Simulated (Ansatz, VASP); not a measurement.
One calculation of CdS (Hawleyite), two programs

```xyz
2
Lattice="0.0000 2.9165 2.9165 2.9165 0.0000 2.9165 2.9165 2.9165 0.0000" Properties=species:S:1:pos:R:3 pbc="T T T"
Cd    0.0000    0.0000    0.0000
S     1.4583    1.4583    1.4583
```

Alike in both runs: functional PBE; k mesh 13 × 13 × 13; occupations fermi-dirac, width 0.02 eV; no spin polarisation.

Ansatz relaxed the structure, and its values are those at the end. VASP's run is a single point on that final structure, the one shown.

```csv
,VASP,Ansatz
version,VASP 6.6.1,Ansatz 0.2.0
potentials or method,"VASP PAW PBE potentials, release 64 (Cd, S)","plane-wave PAW, scalar-relativistic"
plane-wave cutoff (eV),520,420
valence electrons in the cell,18,26
```

Ansatz gave:

* gap on the k mesh at the Fermi level (eV): 1.15
* pressure (GPa): 2.8

Task: Which values does VASP return?

Result: gap on the k mesh at the Fermi level (eV): 1.15; pressure (GPa): 3.2.

The two sets of potentials don't hold the same shells in valence. Ansatz warned: «gradients_without_spin_orbit».

Caveats: an odd mesh through Γ misses points on the zone boundary, where band edges often lie.
